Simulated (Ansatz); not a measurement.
C: strain and displacement

```
CELL_PARAMETERS angstrom
0.00000 1.78340 1.78340
1.78340 0.00000 1.78340
1.78340 1.78340 0.00000
ATOMIC_POSITIONS crystal
C 0.50000 0.50000 0.50000
C 0.75000 0.75000 0.75000
```

Atoms are numbered in the order listed.

The cell is COD entry 9008564, as deposited and not checked against the literature; nothing was relaxed.

Method: Ansatz 0.2.0, DFT, PBE, all-electron PAW with datasets made for the crystal, scalar-relativistic.

Settings: a Γ-centred 20×20×20 k mesh, Fermi–Dirac smearing of 0.08 eV, cutoff 540 eV (chosen by the program for this cell), no spin polarisation.

The unchanged cell is at 1.73 GPa.

Semilocal functionals give too small gaps.

x, y and z are the Cartesian axes of the cell as listed; fractional coordinates follow a strain, and an engineering shear is twice the off-diagonal strain component.

Vzz stands for the principal value of largest size of the field-gradient tensor, whatever its axis.

Q: With this change (equal xy, yz and zx engineering shear strains of -3 %), what becomes of the energy and stress and forces and field gradients and gap?

A: Energy change +28 meV/atom; stress change (xx, yy, zz, yz, xz, xy) 1.50, 1.50, 1.50, 17.68, 17.68, 17.68 GPa, compression positive; change of the force on C1 (-0.163, -0.163, -0.163) eV/Å; Vzz in 10²¹ V/m²: C1 0 → -0.63 (η = 0.00); gap on the k mesh 4.14 → 4.03 eV.

Q: With this change (equal xy, yz and zx engineering shear strains of -1 %), what becomes of the energy and stress and forces and field gradients and gap?

A: Energy change +3 meV/atom; stress change (xx, yy, zz, yz, xz, xy) 0.16, 0.16, 0.16, 5.74, 5.74, 5.74 GPa, compression positive; change of the force on C1 (-0.037, -0.037, -0.037) eV/Å; Vzz in 10²¹ V/m²: C1 0 → -0.21 (η = 0.00); gap on the k mesh 4.14 → 4.13 eV.

Q: With this change (equal xy, yz and zx engineering shear strains of +2 %), what becomes of the energy and stress and forces and field gradients and gap?

A: Energy change +12 meV/atom; stress change (xx, yy, zz, yz, xz, xy) 0.62, 0.62, 0.62, -11.08, -11.08, -11.08 GPa, compression positive; change of the force on C2 (-0.029, -0.029, -0.029) eV/Å; Vzz in 10²¹ V/m²: C1 0 → 0.41 (η = 0.00); gap on the k mesh 4.14 → 4.10 eV.

Q: With this change (equal xy, yz and zx engineering shear strains of -2 %), what becomes of the energy and stress and forces and field gradients and gap?

A: Energy change +12 meV/atom; stress change (xx, yy, zz, yz, xz, xy) 0.66, 0.66, 0.66, 11.63, 11.63, 11.63 GPa, compression positive; change of the force on C1 (-0.091, -0.091, -0.091) eV/Å; Vzz in 10²¹ V/m²: C1 0 → -0.42 (η = 0.00); gap on the k mesh 4.14 → 4.11 eV.

With equal xy, yz and zx engineering shear strains of +1 %: energy change +3 meV/atom; stress change (xx, yy, zz, yz, xz, xy) 0.16, 0.16, 0.16, -5.60, -5.60, -5.60 GPa, compression positive; change of the force on C2 (-0.022, -0.022, -0.022) eV/Å; Vzz in 10²¹ V/m²: C1 0 → 0.21 (η = 0.00); gap on the k mesh 4.14 → 4.13 eV.

Q: With this change (equal xy, yz and zx engineering shear strains of +3 %), what becomes of the energy and stress and forces and field gradients and gap?

A: Energy change +26 meV/atom; stress change (xx, yy, zz, yz, xz, xy) 1.39, 1.39, 1.39, -16.46, -16.46, -16.46 GPa, compression positive; change of the force on C2 (-0.023, -0.023, -0.023) eV/Å; Vzz in 10²¹ V/m²: C1 0 → 0.61 (η = 0.00); gap on the k mesh 4.14 → 4.03 eV.
